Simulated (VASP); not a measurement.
# Lu (P6_3/mmc) in VASP: a series of runs

Runs on Lu. Level: LDA. Tasks: relaxation of cell and atoms, relaxation of shape and atoms at fixed volume.

Everything below comes from runs of VASP 6.6.1. Logs are shortened: lines on timing, memory, paths and dates and some standing lists are left out, and cuts for length are marked.

**1. Starting point**

It takes space group P6_3/mmc (No. 194, hexagonal). Conventional cell: a = 3.503 Å, b = 3.503 Å, c = 5.551 Å, α = 90.00°, β = 90.00°, γ = 120.00°. Lu (site symmetry -6m2) is surrounded by 12 Lu at 3.43 to 3.50 Å.

**2. Relaxation of cell and atoms, LDA**

File INCAR:

```
SYSTEM = Lu
  PREC = Accurate
  ENCUT = 600
  EDIFF = 1E-6
  ISMEAR = 1
  SIGMA = 0.1
  LREAL = .False.
  LASPH = .True.
  NELM = 80
  ALGO = Normal
  ISIF = 3
  LWAVE = .False.
  LCHARG = .False.
  GGA = CA
  IBRION = 2
  NSW = 90
  EDIFFG = -0.01
```

File KPOINTS:

```
regular mesh
0
Gamma
  12 12 7
  0 0 0
```

File POSCAR:

```
Lu
1.0
    3.5031000000      0.0000000000      0.0000000000
   -1.7515500000      3.0337735920      0.0000000000
    0.0000000000      0.0000000000      5.5509000000
Lu
2
Direct
    0.3333333333      0.6666666667      0.2500000000
    0.6666666667      0.3333333333      0.7500000000
```

Potentials or basis: VASP PAW PBE potentials, release 64 (Lu).

Launch:

```sh
$ cat potpaw_PBE.64/Lu/POTCAR > POTCAR
$ mpirun -np 1 vasp_std > vasp.out
```

OUTCAR:

```text
SYSTEM = Lu
   PREC = Accurate
   ENCUT = 600
   EDIFF = 1E-6
   ISMEAR = 1
   LREAL = .False.
   LASPH = .True.
   NELM = 80
   ISIF = 3
   GGA = CA
   IBRION = 2
   NSW = 90
   EDIFFG = -0.01

 ion  position               nearest neighbor table
   1  0.333  0.667  0.250-   2 3.43   2 3.43   2 3.43   2 3.43   2 3.43   2 3.43
   2  0.667  0.333  0.750-   1 3.43   1 3.43   1 3.43   1 3.43   1 3.43   1 3.43

  LATTYP: Found a hexagonal cell.
 ALAT       =     3.5031000000
 C/A-ratio  =     1.5845679541

  Lattice vectors:

 A1 = (   3.5031000000,   0.0000000000,   0.0000000000)
 A2 = (  -1.7515500000,   3.0337735920,   0.0000000000)
 A3 = (   0.0000000000,   0.0000000000,   5.5509000000)

Analysis of symmetry for initial positions (statically):
=====================================================================
 Subroutine PRICEL returns:
 Original cell was already a primitive cell.

 Routine SETGRP: Setting up the symmetry group for a
 hexagonal supercell.

 Subroutine GETGRP returns: Found 24 space group operations
 (whereof 12 operations were pure point group operations)
 out of a pool of 24 trial point group operations.

The static configuration has the point symmetry D_3d.
 The point group associated with its full space group is D_6h.

Analysis of symmetry for dynamics (positions and initial velocities):
=====================================================================
 Subroutine PRICEL returns:
 Original cell was already a primitive cell.

 Routine SETGRP: Setting up the symmetry group for a
 hexagonal supercell.

 Subroutine GETGRP returns: Found 24 space group operations
 (whereof 12 operations were pure point group operations)
 out of a pool of 24 trial point group operations.

The dynamic configuration has the point symmetry D_3d.
 The point group associated with its full space group is D_6h.

 Subroutine INISYM returns: Found 24 space group operations
 (whereof 12 operations are pure point group operations),
 and found     1 'primitive' translations

----------------------------------------------------------------------------------------

                                     Primitive cell

  volume of cell :      58.9928

  direct lattice vectors                    reciprocal lattice vectors
     3.503100000  0.000000000  0.000000000     0.285461448  0.164811244  0.000000000
    -1.751550000  3.033773592  0.000000000     0.000000000  0.329622488  0.000000000
     0.000000000  0.000000000  5.550900000     0.000000000  0.000000000  0.180150967

  length of vectors
     3.503100000  3.503100000  5.550900000     0.329622488  0.329622488  0.180150967

  position of ions in fractional coordinates (direct lattice)
     0.333333333  0.666666667  0.250000000
     0.666666667  0.333333333  0.750000000

  ion indices of the primitive-cell ions
   primitive index   ion index
                 1           1
                 2           2

----------------------------------------------------------------------------------------

 KPOINTS: regular mesh

Automatic generation of k-mesh.
 Grid dimensions read from file:
 generate k-points for:   12   12    7

 Generating k-lattice:

  Cartesian coordinates                     Fractional coordinates (reciprocal lattice)
     0.023788454  0.013734270  0.000000000     0.083333333  0.000000000  0.000000000
     0.000000000  0.027468541  0.000000000     0.000000000  0.083333333  0.000000000
     0.000000000  0.000000000  0.025735852     0.000000000  0.000000000  0.142857143

  Length of vectors
     0.027468541  0.027468541  0.025735852

  Shift w.r.t. Gamma in fractional coordinates (k-lattice)
     0.000000000  0.000000000  0.000000000

 Subroutine IBZKPT returns following result:
 ===========================================

 Found     76 irreducible k-points:

 Following reciprocal coordinates:
            Coordinates               Weight
  0.000000  0.000000  0.000000      1.000000
  0.083333  0.000000  0.000000      6.000000
  0.166667  0.000000  0.000000      6.000000
  0.250000  0.000000  0.000000      6.000000
  0.333333  0.000000  0.000000      6.000000
  0.416667  0.000000  0.000000      6.000000
[... 16 lines left out ...]
  0.250000  0.000000  0.142857     12.000000
  0.333333  0.000000  0.142857     12.000000
 [... further k-points ...]
   k-points           NKPTS =     76   k-points in BZ     NKDIM =     76   number of bands    NBANDS=     30
   number of dos      NEDOS =    301   number of ions     NIONS =      2
   total plane-waves  NPLWV =  37632
   dimension x,y,z NGX =    28 NGY =   28 NGZ =   48
   dimension x,y,z NGXF=    56 NGYF=   56 NGZF=   96
   ions per type =               2
   NGX,Y,Z   is equivalent  to a cutoff of  13.29, 13.29, 14.38 a.u.
   NGXF,Y,Z  is equivalent  to a cutoff of  26.58, 26.58, 28.75 a.u.
 SYSTEM =  Lu
   PREC   = accura    normal or accurate (medium, high low for compatibility)
   ISTART =      0    job   : 0-new  1-cont  2-samecut
   ICHARG =      2    charge: 1-file 2-atom 10-const
   ISPIN  =      1    spin polarized calculation?
   LNONCOLLINEAR =      F non collinear calculations
   LSORBIT =      F    spin-orbit coupling
   LASPH  =      T    aspherical Exc in radial PAW
   ENCUT  =  600.0 eV  44.10 Ry    6.64 a.u.   7.00  7.00 11.09*2*pi/ulx,y,z
   NELM   =     80;   NELMIN=  2; NELMDL= -5     # of ELM steps
   EDIFF  = 0.1E-05   stopping-criterion for ELM
   LREAL  =      F    real-space projection
   EDIFFG = -.1E-01   stopping-criterion for IOM
   NSW    =     90    number of steps for IOM
   IBRION =      2    ionic relax: 0-MD 1-quasi-New 2-CG
   NFREE  =      1    steps in history (QN), initial steepest desc. (CG)
   ISIF   =      3    stress and relaxation
   ISYM   =      2    0-nonsym 1-usesym 2-fastsym
   POTIM  = 0.5000    time-step for ionic-motion
   TEBEG  =    0.0;   TEEND  =   0.0 temperature during run
   PSTRESS=    0.0 pullay stress
   NELECT =      50.0000    total number of electrons
   NUPDOWN=      -1.0000    fix difference up-down
   EMIN   =  10.00;   EMAX   =-10.00  energy-range for DOS
   EFERMI =   0.00;   METHOD = LEGACY
   ISMEAR =     1;   SIGMA  =   0.10  broadening in eV -4-tet -1-fermi 0-gaus
   EFERMI_NEDOS =   21; number of points for ismear=-14 and -15
   IALGO  =     38    algorithm
   IMIX   =      4    mixing-type and parameters
     AMIX     =   0.40;   BMIX     =  1.00
     AMIX_MAG =   1.60;   BMIX_MAG =  1.00
  volume/ion in A,a.u.               =      29.50       199.05
  Fermi-wavevector in a.u.,A,eV,Ry     =   1.549287  2.927727 32.657919  2.400289
  Thomas-Fermi vector in A             =   2.654115
   LORBIT       =      0    0 simple, 1 ext, 2 COOP (PROOUT), +10 PAW based schemes
   GGA     = CA    functional components
   LHFCALC =     F    Hartree Fock is set to
   AEXX    =    0.0000 exact exchange contribution
   IVDW    =     0    specifies the selected vdW correction
   LEPSILON=     F    determine dielectric tensor
   LRPA    =     F    only Hartree local field effects (RPA)
 conjugate gradient relaxation of ions
 non-spin polarized calculation
 Methfessel and Paxton  Order N= 1 SIGMA  =   0.10
  energy-cutoff  :      600.00
  volume of cell :       58.99
 maximum number of plane-waves:      1989
 NGX is ok and might be reduce to    28
   NGX = 13   NGY = 13   NGZ = 23

--------------------------------------- Ionic step        1  -------------------------------------------

 number of electron      50.0000005 magnetization

 Free energy of the ion-electron system (eV)
  ---------------------------------------------------
  ext. energy  EPLUGINS =         0.00000000
  ---------------------------------------------------
  free energy    TOTEN  =       -10.25863679 eV

  energy without entropy =      -10.25771158  energy(sigma->0) =      -10.25832838

------------------------ aborting loop because EDIFF is reached ----------------------------------------

  FORCE on cell =-STRESS in cart. coord.  units (eV):
  Direction    XX          YY          ZZ          XY          YZ          ZX
  --------------------------------------------------------------------------------------
  -------------------------------------------------------------------------------------
  Total       -1.8056870     -1.8056870     -2.3321766      0.0000000     -0.0000000      0.0000000
  in kB      -49.0403933    -49.0403933    -63.3392505      0.0000000     -0.0000000      0.0000000
  external PRESSURE =     -53.8066790 kB  Pullay stress =       0.0000000 kB

 VOLUME and BASIS-vectors are now :
 -----------------------------------------------------------------------------
  energy-cutoff  :      600.00
  volume of cell :       58.99
      direct lattice vectors                 reciprocal lattice vectors
     3.503100000  0.000000000  0.000000000     0.285461448  0.164811244  0.000000000
    -1.751550000  3.033773592  0.000000000     0.000000000  0.329622488  0.000000000
     0.000000000  0.000000000  5.550900000     0.000000000  0.000000000  0.180150967

 POSITION                                       TOTAL-FORCE (eV/Angst)
 -----------------------------------------------------------------------------------
     -0.00000      2.02252      1.38773         0.000000      0.000000      0.000000
      1.75155      1.01126      4.16318        -0.000000      0.000000      0.000000
 -----------------------------------------------------------------------------------
    total drift:                               -0.000000      0.000000     -0.000000

  FREE ENERGIE OF THE ION-ELECTRON SYSTEM (eV)
  ---------------------------------------------------
  free  energy   TOTEN  =       -10.2586367877 eV
[... 125 lines left out ...]
 VOLUME and BASIS-vectors are now :
 -----------------------------------------------------------------------------
  energy-cutoff  :      600.00
  volume of cell :       52.54
      direct lattice vectors                 reciprocal lattice vectors
     3.387336192  0.000000000  0.000000000     0.295217228  0.170443746  0.000000000
    -1.693668096  2.933519193 -0.000000000     0.000000000  0.340887492  0.000000000
     0.000000000 -0.000000000  5.287614262     0.000000000  0.000000000  0.189121209

 POSITION                                       TOTAL-FORCE (eV/Angst)
 -----------------------------------------------------------------------------------
     -0.00000      1.95568      1.32190        -0.000000      0.000000      0.000000
      1.69367      0.97784      3.96571         0.000000     -0.000000     -0.000000
 -----------------------------------------------------------------------------------
    total drift:                               -0.000000      0.000000     -0.000000

  FREE ENERGIE OF THE ION-ELECTRON SYSTEM (eV)
  ---------------------------------------------------
  free  energy   TOTEN  =       -10.3819994413 eV

  energy  without entropy=      -10.3800219135  energy(sigma->0) =      -10.38134027

--------------------------------------- Ionic step        6  -------------------------------------------

 number of electron      50.0000003 magnetization

 Free energy of the ion-electron system (eV)
  ---------------------------------------------------
  ext. energy  EPLUGINS =         0.00000000
  ---------------------------------------------------
  free energy    TOTEN  =       -10.38209735 eV

  energy without entropy =      -10.37968569  energy(sigma->0) =      -10.38129346

 E-fermi :   2.3255     XC(G=0): -11.4965

 val. band max:        2.3225816408   @ k =   0.3333   0.0000   0.4286
 cond. band min:       2.3274708258   @ k =   0.4167   0.0833   0.4286
 fundamental gap:      0.0048891850
 Fermi energy:         2.3255323928

 k-point     1 :       0.0000    0.0000    0.0000
  band No.  band energies     occupation
      1     -53.3776      2.00000
      2     -53.3165      2.00000
      3     -24.6610      2.00000
      4     -24.0468      2.00000
      5     -24.0468      2.00000
      6     -23.9237      2.00000
[... 22 lines left out ...]
     29       5.3118      0.00000
     30       5.3118      0.00000
[... 728 lines left out ...]
  band No.  band energies     occupation
      1     -53.3432      2.00000
      2     -53.3115      2.00000
      3     -24.4953      2.00000
      4     -24.3444      2.00000
      5     -24.2897      2.00000
      6     -24.1527      2.00000
[... 22 lines left out ...]
     29       4.5235      0.00000
     30       7.1002      0.00000

 [... further k-points ...]
[... 5 lines left out ...]
  --------------------------------------------------------------------------------------
  -------------------------------------------------------------------------------------
  Total       -0.0111579     -0.0111579     -0.0029502      0.0000000      0.0000000      0.0000000
  in kB       -0.3401138     -0.3401138     -0.0899284      0.0000000      0.0000000      0.0000000
  external PRESSURE =      -0.2567187 kB  Pullay stress =       0.0000000 kB

 VOLUME and BASIS-vectors are now :
 -----------------------------------------------------------------------------
  energy-cutoff  :      600.00
  volume of cell :       52.56
      direct lattice vectors                 reciprocal lattice vectors
     3.393220246  0.000000000  0.000000000     0.294705303  0.170148186  0.000000000
    -1.696610123  2.938614934 -0.000000000     0.000000000  0.340296372  0.000000000
     0.000000000 -0.000000000  5.271258624     0.000000000  0.000000000  0.189708013

 POSITION                                       TOTAL-FORCE (eV/Angst)
 -----------------------------------------------------------------------------------
     -0.00000      1.95908      1.31781        -0.000000      0.000000      0.000000
      1.69661      0.97954      3.95344         0.000000     -0.000000     -0.000000
 -----------------------------------------------------------------------------------
    total drift:                               -0.000000      0.000000     -0.000000

  FREE ENERGIE OF THE ION-ELECTRON SYSTEM (eV)
  ---------------------------------------------------
  free  energy   TOTEN  =       -10.3820973507 eV

  energy  without entropy=      -10.3796856875  energy(sigma->0) =      -10.38129346

 reached required accuracy - stopping structural energy minimisation
```

It took 5.3 min on 1 thread of Intel Xeon 6975P-C (Granite Rapids), shared host; peak memory 0.27 GiB.

What came out:

```
Free energy                            : -10.3821 eV
Relaxed volume                         : 26.28 Å³/atom
Relaxed cell                           : a = 3.393 Å, b = 3.393 Å, c = 5.271 Å, α = 90.00°, β = 90.00°, γ = 120.00°
Space group after relaxing (to 0.05 Å) : P6_3/mmc (No. 194)
Energy gained by relaxing              : 61.7 meV/atom
Ionic steps                            : 6
Pressure after relaxing                : 0.0 GPa
Band gap on the k mesh                 : none (metal or under the smearing width)
```

Step by step:
```
step  energy change (eV)  largest force (eV/Å)  pressure (GPa)  volume (Å³)
   1              0.0000                0.0000           -5.38        58.99
   2             -0.1158                0.0000            1.79        50.93
   3             -0.1230                0.0000            0.12        52.40
   4             -0.1229                0.0000           -0.15        52.52
   5             -0.1234                0.0000           -0.04        52.54
   6             -0.1235                0.0000           -0.03        52.56
```

Final structure:
```
Lu
1.0
     3.39322    0.00000    0.00000
    -1.69661    2.93861    0.00000
     0.00000    0.00000    5.27126
Lu
2
Direct
  0.33333 0.66667 0.25000
  0.66667 0.33333 0.75000
```

Caveat: the PAW data sets were made with another functional, which shifts forces and pressure a little; the volume moved by -11 % from the deposited cell, more than functionals usually miss. Zero-point motion and thermal expansion aren't in these numbers.

(Part 1 of 2 ends here.)
